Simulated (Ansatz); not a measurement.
A 4-atom cell of SiC (P6_3mc) from a materials database, relaxed with r2SCAN, was run in the PAW code Ansatz under altered settings. All numbers are computed, without spin polarisation but where a row says otherwise.

```xyz
4
Lattice="3.0754 0.0000 0.0000 -1.5377 2.6633 0.0000 0.0000 0.0000 5.0481" Properties=species:S:1:pos:R:3 pbc="T T T"
Si    0.0000    1.7756    2.5220
Si    1.5377    0.8878    5.0460
C     0.0000    1.7756    4.4192
C     1.5377    0.8878    1.8951
```

The base run's other keys:
```yaml
kpoints:
  mp_grid: { grid: [6, 6, 2] }
hamiltonian:
  xc: hse06
scf:
  occupations: { method: fixed }
  n_extra_bands: 5
```

It takes 11 iterations with 785 plane waves at 420 eV and 14 k points, and leaves a mean stress of -1.09 GPa. The gap over this mesh is 3.165 eV. It ran on 4 threads of Arm Neoverse V1 (shared host).

Outcomes, with energy and stress as changes against the base:

| setting | outcome | ΔF (meV/atom) | Δ mean stress (GPa) | gap on the mesh (eV) | iterations | wall time |
| --- | --- | --- | --- | --- | --- | --- |
| PBE hybrid, exx coeff 1.0, omega 0.1 1/Å | converged | – | -12.9 | 7.474 | 20 | 7.2 s |
| scf.exx.ecutfock_ratio: 2 | converged | 0.0 | 0.0 | 3.165 | 11 | 5.2 s |
| PBE hybrid, exx coeff 0.3, omega 0.1 1/Å | converged | – | -1.2 | 3.741 | 12 | 5.6 s |
| kpoints.mp_grid.grid: [4, 4, 4] | converged | +29 | +0.1 | 3.751 | 11 | 4.7 s |

A dash marks a value that wasn't obtained or can't be compared. Stress is positive in compression. The base took 5.5 s. The base's mesh is coarse for a hybrid, so its own values aren't converged.

- PBE hybrid, exx coeff 1.0, omega 0.1 1/Å. That is 100 % exact exchange, screened with ω = 0.1 1/Å, against HSE06's 25 % screened at 0.208 1/Å. The mean stress moves by -12.9 GPa and the gap on the mesh by +4.308 eV (to 7.474). Totals of different functionals aren't comparable. The program warns that on this mesh the truncation of the exchange isn't bounded, so part of the change can be an error of the mesh.
- PBE hybrid, exx coeff 0.3, omega 0.1 1/Å. That is 30 % exact exchange, screened with ω = 0.1 1/Å, against HSE06's 25 % screened at 0.208 1/Å. The mean stress moves by -1.2 GPa and the gap on the mesh by +0.575 eV (to 3.741). Totals of different functionals aren't comparable. The program warns that on this mesh the truncation of the exchange isn't bounded, so part of the change can be an error of the mesh.
- kpoints.mp_grid.grid: [4, 4, 4]. The free energy moves by +29 meV an atom, the mean stress by +0.1 GPa (single components by up to 1.2) and the gap on the mesh by +0.585 eV (to 3.751). The gap changes mostly because other points are sampled; a mesh that misses a band edge overestimates it. The mesh is too coarse.

Within 1 meV an atom, 0.1 GPa and 0.005 eV of the base stay: scf.exx.ecutfock_ratio: 2.

The stress of a hybrid is loosely converged in these runs.

The meshes of the hybrids are coarse, so their gaps aren't converged to the digits shown.
